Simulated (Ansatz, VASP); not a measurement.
One calculation of BN, two programs

The input INCAR:

```
SYSTEM = BN
ALGO     = Normal         ! electronic algorithm
EDIFF    = 1E-7           ! SCF threshold, eV
ENCUT    = 520            ! plane-wave cutoff, eV
GGA      = PE             ! functional
ISIF     = 2              ! what is computed and relaxed
ISMEAR   = -1             ! smearing method
LASPH    = .True.         ! aspherical terms in the spheres
LCHARG   = .True.         ! write CHGCAR
LELF     = .True.         ! ELF
LREAL    = .False.        ! projectors in reciprocal space
LVHAR    = .True.       
LWAVE    = .False.        ! write WAVECAR
NBANDS   = 11             ! bands
NELM     = 80             ! most SCF steps
PREC     = Accurate       ! precision mode
SIGMA    = 0.05           ! smearing width, eV
```

The input KPOINTS:

```
k-points
0
Gamma
  13 13 9
  0 0 0
```

POSCAR

```
BN
1.0
    2.5080409239      0.0000000000      0.0000000000
   -1.2467107647      2.1762310413      0.0000000000
   -0.6306650796     -1.0881155206      3.0225400000
N B
1 1
Direct
    0.6717090000      0.3228770000      0.9778990000
    0.9805750000      0.9672400000     -0.0038620000
```

Contents of input.yaml:

```yaml
crystal:
  lattice:
    - [2.5080409239, 0.0, 0.0]
    - [-1.2467107647, 2.1762310413, 0.0]
    - [-0.6306650796, -1.0881155206, 3.02254]
  atoms:
    - { symbol: "N", position: [0.671709, 0.322877, 0.977899] }
    - { symbol: B, position: [0.980575, 0.96724, -0.003862] }
hamiltonian:
  xc: pbe
  pseudopotentials: { kind: paw }
kpoints:
  mp_grid: { grid: [13, 13, 9] }
scf:
  occupations: { method: fermi_dirac, width: 0.05 }
output:
  forces: true
  stress: true
  eigenvalues: true
```

Change from the starting cell: atoms moved at random, drawn with an rms of 0.05 Å.

Alike in both runs: task single point; functional PBE; k mesh 13 × 13 × 9; occupations fermi-dirac, width 0.05 eV; no spin polarisation.

|  | VASP | Ansatz |
| --- | --- | --- |
| version | VASP 6.6.1 | Ansatz 0.2.0 |
| potentials or method | VASP PAW PBE potentials, release 64 (N, B) | Ansatz PAW |
| plane-wave cutoff (eV) | 520 | 420 |
| valence electrons in the cell | 8 | 8 |

VASP gave:

| Quantity | Value |
| --- | --- |
| gap on the k mesh at the Fermi level (eV) | 2.93 |
| least direct gap on the mesh (eV) | 4.49 |
| pressure (GPa) | 5.8 |
| largest component of the traceless stress (GPa) | 9.42 |
| rms of the force components (eV/Å) | 1.904 |

What did Ansatz give for the same quantities?

gap on the k mesh at the Fermi level (eV): 2.94; least direct gap on the mesh (eV): 4.49; pressure (GPa): 5.7; largest component of the traceless stress (GPa): 9.52; rms of the force components (eV/Å): 1.909.

Atom by atom the forces differ by 0.005 eV/Å (rms over components).

Caveats: an odd mesh through Γ misses points on the zone boundary, where band edges often lie (VASP); odd divisions of the mesh miss points on the zone boundary, where band edges often lie, so the gap on the mesh can be too wide (Ansatz); the pressure holds a Pulay correction of +0.7 GPa for the finite cutoff (Ansatz).
